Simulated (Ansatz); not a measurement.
Which YAML input does this script hand to the engine? (Ansatz's Python interface)

Script `sio2.py`:
```python
"""Bonding analysis of SiO2."""

import ansatz
from ase.data import atomic_numbers
import numpy as np
from pymatgen.core import Structure
from scipy.ndimage import map_coordinates
import spglib


def main() -> None:
    system = (
        ansatz.Lattice.from_parameters(4.1773, 4.1773, 2.6652, alpha=90, beta=90, gamma=90)
        .space_group(136, hermann_mauguin="P42/mnm")
        .atom("Si", (0.0, 0.0, 0.0))
        .atom("O", (0.3059, 0.3059, 0.0))
    )

    calculation = (
        system.calculation()
        .functional("PBEsol")
        .kpoints(5, 5, 7)
        .occupations("fixed")
        .band_table()
        .density_of_states(energy_step=0.05, projected=True)
        .density()
    )
    def show(event):
        row = event["data"]
        if event["event"] == "scf_iter" and row.get("harris_foulkes_ev") is not None:
            print(f"  iteration {row['iter']:3d}  Harris-Foulkes {row['harris_foulkes_ev']:.5f} eV  residual {row['dr2_ev']:.2e}")


    result = calculation.session().plan().execute(on_event=show)
    report = result.report

    n_atoms = len(report["lattice"]["sites"])
    print("F =", round(report["free_energy_ev"], 4), "eV for", n_atoms, "atoms")
    print("E(sigma -> 0) =", round(report["energy_sigma0_ev"], 4), "eV, TS =", round(report["entropy_ts_ev"], 5), "eV")
    print("closed by", report["closed_by"], "after", report["n_iterations"], "iterations")

    # band edges over the mesh points; the true edges can lie between them
    levels = np.array(report["eigenvalues_ev"])
    filled = round(report["n_electrons"] / 2)
    top, bottom = levels[:, filled - 1], levels[:, filled]
    print("top of band", filled, "at k =", report["kpoints_frac"][top.argmax()], f"{top.max():.4f} eV")
    print("bottom of band", filled + 1, "at k =", report["kpoints_frac"][bottom.argmin()], f"{bottom.min():.4f} eV")
    print(f"gap by band count {bottom.min() - top.max():.3f} eV, least direct gap {(bottom - top).min():.3f} eV")

    dos = result.density_of_states()
    energy = np.asarray(dos.energies_ev) - dos.fermi_ev
    projected = result.projected_density_of_states()
    # electrons in each projected shell, from the curves below the Fermi level
    step = energy[1] - energy[0]
    for index, site in enumerate(projected.sites):
        for shell in site.shells:
            curve = sum(np.sum(part.g_bin_mean_per_ev, axis=0) for part in shell.curves)
            print(f"site {index} {site.species:2s} {shell.label:3s} filled {curve[energy <= 0].sum() * step:7.3f}  at E_F {np.interp(0, energy, curve):7.3f} /eV")

    final = Structure(result.lattice.cell_ang, [s.symbol for s in result.lattice.sites], [s.position_frac for s in result.lattice.sites])
    # the grid holds the pseudo-density, which differs from the true one inside the cores
    rho = result.density()
    total = sum(channel.density_e_per_ang3 for channel in rho.channels[:2])
    grid_cell = np.asarray(rho.fft_grid_basis) @ result.lattice.cell_ang
    partner = min(final.get_neighbors(final[0], 5.0), key=lambda n: n.nn_distance)
    line = np.linspace(final[0].coords, partner.coords, 11)
    points = (line @ np.linalg.inv(grid_cell)) * rho.dims
    values = map_coordinates(total, points.T, order=3, mode="grid-wrap")
    print(f"from {final[0].specie} to {partner.specie}, {partner.nn_distance:.3f} A")
    for t, value in zip(np.linspace(0, partner.nn_distance, 11), values):
        print(f"{t:7.3f} A  {value:9.4f} e/A^3")

    spg_cell = (result.lattice.cell_ang, [s.position_frac for s in result.lattice.sites], [atomic_numbers[s.symbol] for s in result.lattice.sites])
    # space group as spglib finds it
    for tolerance in (1e-5, 1e-3, 1e-1):
        print(f"symprec {tolerance:g} A: {spglib.get_spacegroup(spg_cell, symprec=tolerance)}")
    print("operations used by the run:", report["n_symmetry_ops"])


if __name__ == "__main__":
    main()
```

```console
$ python sio2.py
DeckWarning: basis.ecutwfc = 420 eV, auto-derived from the records' recommended cutoffs: set by Si (normal level)
  iteration   1  Harris-Foulkes -3492.83264 eV  residual 6.44e-02
  iteration   2  Harris-Foulkes -3492.81338 eV  residual 4.22e-03
  iteration   3  Harris-Foulkes -3492.81200 eV  residual 1.94e-04
  iteration   4  Harris-Foulkes -3492.81200 eV  residual 1.02e-06
  iteration   5  Harris-Foulkes -3492.81200 eV  residual 3.69e-08
  iteration   6  Harris-Foulkes -3492.81200 eV  residual 4.69e-10
F = -3492.812 eV for 6 atoms
E(sigma -> 0) = -3492.812 eV, TS = 0.0 eV
closed by deck_thresholds after 6 iterations
top of band 16 at k = [0.0, 0.0, 0.0] 10.5312 eV
bottom of band 17 at k = [0.0, 0.0, 0.0] 16.1169 eV
gap by band count 5.586 eV, least direct gap 5.586 eV
site 0 Si 3S  filled   0.732  at E_F   0.000 /eV
site 0 Si 3P  filled   1.656  at E_F   0.000 /eV
site 1 Si 3S  filled   0.732  at E_F   0.000 /eV
site 1 Si 3P  filled   1.656  at E_F   0.000 /eV
site 2 O  2S  filled   1.605  at E_F   0.000 /eV
site 2 O  2P  filled   5.101  at E_F   0.000 /eV
site 3 O  2S  filled   1.605  at E_F   0.000 /eV
site 3 O  2P  filled   5.101  at E_F   0.000 /eV
site 4 O  2S  filled   1.605  at E_F   0.000 /eV
site 4 O  2P  filled   5.101  at E_F   0.000 /eV
site 5 O  2S  filled   1.605  at E_F   0.000 /eV
site 5 O  2P  filled   5.101  at E_F   0.000 /eV
from Si to O, 1.758 A
  0.000 A     0.0521 e/A^3
  0.176 A     0.0734 e/A^3
  0.352 A     0.1713 e/A^3
  0.527 A     0.3709 e/A^3
  0.703 A     0.6267 e/A^3
  0.879 A     0.9633 e/A^3
  1.055 A     1.5815 e/A^3
  1.231 A     2.9861 e/A^3
  1.406 A     5.1852 e/A^3
  1.582 A     7.0098 e/A^3
  1.758 A     7.7107 e/A^3
symprec 1e-05 A: P4_2/mnm (136)
symprec 0.001 A: P4_2/mnm (136)
symprec 0.1 A: P4_2/mnm (136)
operations used by the run: 16
```
(Warnings from the package without file and line.)

`input.yaml`:
```yaml
crystal:
  lattice:
    a: 4.1773
    b: 4.1773
    c: 2.6652
    alpha: 90.0
    beta: 90.0
    gamma: 90.0
  space_group: 136
  setting:
    hermann_mauguin: P42/mnm
  atoms:
    - { symbol: Si, position: [0.0, 0.0, 0.0] }
    - { symbol: O, position: [0.3059, 0.3059, 0.0] }
kpoints:
  mp_grid:
    grid: [5, 5, 7]
hamiltonian:
  xc: pbesol
scf:
  occupations:
    method: fixed
output:
  write_density: true
  dos:
    de: 0.05
    projected: true
  eigenvalues: true
```

Caveats:
- Total energies depend on the potentials; only differences at equal settings carry meaning. A total without «per atom» is that of the cell as typed.
- Along an axis with an odd division the mesh misses the point at one half; a gap read on a finite mesh is an upper bound on this functional's gap.
- Semilocal gaps usually lie well under measured ones.
- The Fermi level of a run with fixed occupations marks the highest occupied state on its mesh, not mid-gap.
- Projections exist only for the shells that the potentials hold, some of them semicore, and samples at single energies can miss narrow peaks.
- This is a high-temperature or high-pressure form, not the ambient phase.
- The crystal has a gap of about 5.59 eV on the mesh; bins of finite width blur the band edges.
- The fields are valence quantities on the plane-wave grid; their values near the nuclei depend on the potentials.
- The starting cell is as deposited in a crystallographic database; the results hold for this polymorph, which needn't be the stable one.
- Levels are Kohn-Sham eigenvalues on this mesh.
- The density of states is complete only as far up as bands were computed.
- Timing: 2 s on 1 thread of Arm Neoverse V2 (shared host), peak memory 0.39 GiB.

(A comment or docstring line of the script was reworded after the run, the code is as it ran; lines on the test bed's own set-up are left out of the output.)
